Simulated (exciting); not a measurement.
Ca:

```
Ca
1.0
     3.48866    0.00000    0.00000
     0.00000    3.48866    0.00000
     0.00000    0.00000    3.48866
Ca
1
Direct
  0.00000 0.00000 0.00000
```

This isn't the form of Ca at room conditions, which is fcc.

- Program: exciting (release sodium)
- Task: single point
- Functional: PBEsol
- Potentials or basis: all-electron LAPW+lo, shipped species files, valence relativity iora*
- rgkmax: 8.5
- k mesh: 8 × 8 × 8
- Occupations: fermi-dirac, width 0.05 eV
- Spin: no spin polarisation
- gmaxvr (cutoff of density and potential): 14 1/bohr
- lmaxapw (and lmaxmat): 10
- lmaxvr: 8
- nempty: 8
- Valence relativity: iora*
- epsengy: 1e-05 Ha
- epspot: 1e-05 Ha
- maxscl: 60
- Muffin-tin radii: Ca 2.2 bohr

On this cell: band gap on the k mesh none (metal or under the smearing width).

The same run follows on a disturbed copy (cell strained at random at fixed volume):

```
Ca
1.0
     3.43896    0.00419   -0.02578
     0.00419    3.53127   -0.06249
    -0.02578   -0.06249    3.49766
Ca
1
Direct
  0.00713 0.98520 0.01166
```

Task: What does the disturbed cell give?

Result: The energy (extrapolated to zero smearing) moves by +0.9 meV/atom; band gap on the k mesh none (metal or under the smearing width).

Caveats: the free energy is that total less TS from the occupations.
